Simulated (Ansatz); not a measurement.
# Li2O: vacancy hop by nudged elastic band (Ansatz)

Input:

```yaml
crystal:
  lattice:
    - [0.0, 4.618626, 4.618626]
    - [4.618626, 0.0, 4.618626]
    - [4.618626, 4.618626, 0.0]
  atoms:
    - { symbol: O, position: [6.34e-05, 4.015e-05, -0.00091592] }
    - { symbol: Li, position: [0.12756515, 0.12465222, 0.12511042] }
    - { symbol: Li, position: [0.37639348, 0.3730562, 0.37086204] }
    - { symbol: O, position: [-0.00111128, 0.00288413, 0.50408982] }
    - { symbol: Li, position: [0.12213206, 0.1234331, 0.62730557] }
    - { symbol: Li, position: [0.37647083, 0.36872187, 0.87865805] }
    - { symbol: O, position: [-0.00370097, 0.4997051, 0.00295271] }
    - { symbol: Li, position: [0.12653024, 0.62131515, 0.12511917] }
    - { symbol: O, position: [-0.00409852, 0.50486102, 0.50050333] }
    - { symbol: Li, position: [0.12872627, 0.62925384, 0.61899237] }
    - { symbol: Li, position: [0.37813507, 0.86974964, 0.87146862] }
    - { symbol: O, position: [0.49764487, 0.00016915, 0.00188831] }
    - { symbol: Li, position: [0.62688912, 0.12837238, 0.12515963] }
    - { symbol: Li, position: [0.87341531, 0.37753413, 0.37292274] }
    - { symbol: O, position: [0.49905143, 0.00277044, 0.49789793] }
    - { symbol: Li, position: [0.62630264, 0.12566316, 0.62526068] }
    - { symbol: Li, position: [0.87638177, 0.3751606, 0.87331239] }
    - { symbol: O, position: [0.49892037, 0.50234883, -0.00181493] }
    - { symbol: Li, position: [0.62051596, 0.62601018, 0.12938718] }
    - { symbol: Li, position: [0.88092487, 0.87429235, 0.37607557] }
    - { symbol: O, position: [0.49857559, 0.49812713, 0.5078182] }
    - { symbol: Li, position: [0.61916307, 0.62757147, 0.62745854] }
    - { symbol: Li, position: [0.8795367, 0.87311994, 0.87579897] }
kpoints:
  mp_grid: { grid: [3, 3, 3] }
magnetization:
  spin_polarized: false
scf:
  occupations: { method: cold, width: 0.15 }
hamiltonian:
  pseudopotentials: { kind: paw }
  xc: pbe
basis:
  ecutwfc: 420
neb:
  images: 5
  relax_end_points: true
  climbing: true
  f_tol: 0.1
  max_iterations: 40
  order_check: false
  final_atoms:
    - { symbol: O, position: [6.34e-05, 4.015e-05, -0.00091592] }
    - { symbol: Li, position: [0.3739559, -0.12999035, 0.37605757] }
    - { symbol: Li, position: [0.37639348, 0.3730562, 0.37086204] }
    - { symbol: O, position: [-0.00111128, 0.00288413, 0.50408982] }
    - { symbol: Li, position: [0.12213206, 0.1234331, 0.62730557] }
    - { symbol: Li, position: [0.37647083, 0.36872187, 0.87865805] }
    - { symbol: O, position: [-0.00370097, 0.4997051, 0.00295271] }
    - { symbol: Li, position: [0.12653024, 0.62131515, 0.12511917] }
    - { symbol: O, position: [-0.00409852, 0.50486102, 0.50050333] }
    - { symbol: Li, position: [0.12872627, 0.62925384, 0.61899237] }
    - { symbol: Li, position: [0.37813507, 0.86974964, 0.87146862] }
    - { symbol: O, position: [0.49764487, 0.00016915, 0.00188831] }
    - { symbol: Li, position: [0.62688912, 0.12837238, 0.12515963] }
    - { symbol: Li, position: [0.87341531, 0.37753413, 0.37292274] }
    - { symbol: O, position: [0.49905143, 0.00277044, 0.49789793] }
    - { symbol: Li, position: [0.62630264, 0.12566316, 0.62526068] }
    - { symbol: Li, position: [0.87638177, 0.3751606, 0.87331239] }
    - { symbol: O, position: [0.49892037, 0.50234883, -0.00181493] }
    - { symbol: Li, position: [0.62051596, 0.62601018, 0.12938718] }
    - { symbol: Li, position: [0.88092487, 0.87429235, 0.37607557] }
    - { symbol: O, position: [0.49857559, 0.49812713, 0.5078182] }
    - { symbol: Li, position: [0.61916307, 0.62757147, 0.62745854] }
    - { symbol: Li, position: [0.8795367, 0.87311994, 0.87579897] }
```

Launch command:

```bash
ansatz run input.yaml --threads 4 --pin off --max-ram 8192MiB --backend cpu --events-out ev --progress --plain --runs-dir out
```

Origin of the cell: a database entry, scaled a little.

The cell is 2×2×2 cells of Li2O with one Li taken out; atom 2 (Li) hops into the empty site, 2.30 Å away before the end points are relaxed. All atoms were shaken by about 0.02 Å first.

Output (shortened):

```
SCF iter   1: F=—  HF=-7630.196636 eV  Δρ=1.35e-2  dr2=4.97e-1  defer=84
SCF iter   2: F=—  HF=-7630.122582 eV  S|Δr|=    0.00e0  Δρ=5.76e-3  dr2=1.74e-1  defer=91
SCF iter   3: F=—  HF=-7630.082736 eV  S|Δr|=    0.00e0  Δρ=2.48e-3  dr2=3.96e-2  defer=91
[… 4 lines left out …]
SCF iter   8: F=—  HF=-7630.069960 eV  S|Δr|=    0.00e0  Δρ=3.00e-5  dr2=2.05e-6  defer=135
SCF iter   9: F=—  HF=-7630.069960 eV  S|Δr|=    0.00e0  Δρ=1.22e-5  dr2=4.15e-7  defer=135
SCF iter  10: F=-7630.069960 eV  HF=-7630.069960 eV  S|Δr|=    0.00e0  Δρ=5.55e-6  dr2=8.83e-8
NEB iter   1: max|band force component| = 6.608e-1 eV/Å  barrier→ = 0.3569 eV  barrier← = 0.3570 eV  Δτ_max = 0.0259 Å  (67 SCF iters)
NEB iter   2: max|band force component| = 3.844e-1 eV/Å  barrier→ = 0.2911 eV  barrier← = 0.2912 eV  CI = image 3  Δτ_max = 0.0331 Å  (38 SCF iters)
NEB iter   3: max|band force component| = 4.317e-2 eV/Å  barrier→ = 0.2593 eV  barrier← = 0.2593 eV  CI = image 3  Δτ_max = 0.0000 Å  (38 SCF iters)
--- NEB band (7 images, 3 band iterations, 143 SCF iterations, 63 more in tests of the images' electronic states and relaxations of end points) ---
  forward barrier  = 0.259316 eV
  backward barrier = 0.259348 eV
  lagrangian_above_aufbau_ev (what the smearing adds, to first order; not taken off the barriers): saddle image +0.007816 eV, end points -0.002939 and -0.002941 eV
  climbing image's point = of an order that was not read
  energies are F+E_penalty+E_count in eV, relative to image 0
  image     s (Å)  Δ vs image 0  max|band force component| (eV/Å)
      0    0.0000      0.000000                                 —
      1    0.3347      0.068486                          3.408e-2
      2    0.6692      0.196931                          4.317e-2
  *   3    1.0035      0.259316                          3.743e-2
      4    1.3373      0.196993                          4.266e-2
      5    1.6714      0.068689                          3.342e-2
      6    2.0056     -0.000032                                 —
```

The converged band:

```csv
image,path over all atoms (Å),ΔF (eV),Li x,y,z (Å)
0,0.00,0.000,1.16,1.35,1.16
1,0.33,0.068,1.16,1.66,1.15
2,0.67,0.197,1.16,1.98,1.15
3,1.00,0.259,1.16,2.31,1.15
4,1.34,0.197,1.16,2.64,1.15
5,1.67,0.069,1.16,2.96,1.15
6,2.01,0.000,1.16,3.27,1.15
```

Highest image (3), forces in eV/Å:

```xyz
23
Lattice="0.000 4.619 4.619 4.619 0.000 4.619 4.619 4.619 0.000" Properties=species:S:1:pos:R:3:forces:R:3 pbc="T T T" image=3
O    -0.043   -0.004   -0.046    0.014   -0.016    0.014
Li    1.157    2.311    1.154    0.000    0.000    0.000
Li    3.467    3.470    3.464    0.000   -0.004    0.000
O     2.402    2.311   -0.090    0.023    0.000   -0.022
Li    3.390    3.488    1.129    0.015   -0.004    0.004
Li    5.750    5.752    3.387    0.003    0.004    0.016
O     2.358   -0.004    2.355   -0.014   -0.016   -0.014
Li    3.466    1.152    3.464    0.000    0.004    0.000
O     4.612    2.311    2.318    0.014    0.000   -0.015
Li    5.802    3.489    3.540   -0.004   -0.004   -0.016
Li    8.161    5.752    5.799   -0.015    0.004   -0.003
O    -0.087    2.311    2.399   -0.023    0.000    0.023
Li    1.131    3.489    3.388    0.003   -0.004    0.015
Li    3.390    5.752    5.747    0.016    0.004    0.003
O     2.358    4.626    2.355   -0.014    0.016   -0.014
Li    3.466    5.778    3.464    0.000    0.037    0.000
Li    5.776    8.224    5.773    0.000    0.008    0.000
O     2.321    2.311    4.609   -0.015    0.000    0.014
Li    3.543    3.488    5.799   -0.016   -0.004   -0.003
Li    5.801    5.752    8.159   -0.003    0.004   -0.016
O     4.575    4.626    4.572    0.014    0.016    0.014
Li    5.776    5.635    5.773    0.000   -0.008    0.000
Li    8.085    8.081    8.082    0.000   -0.037    0.000
```

Barrier of this path: 0.26 eV forwards, 0.26 eV backwards, after 3 band iterations.

Caveats: no moments, though an odd count or open d shells may carry them; the k mesh is coarse if the cell is a metal; a small cell with a neutral vacancy and no spin, whose shape can make like sites unlike; the cell is held at a rescaled volume, and strain moves barriers; the hop was drawn among near neighbours and need not be the easiest path; few images and a loose tolerance, and neither the top nor the ends were tested for their order.

Time: 3 min on 4 threads of Arm Neoverse V1 (shared host), peak memory 1.4 GiB, from the program's own first density.
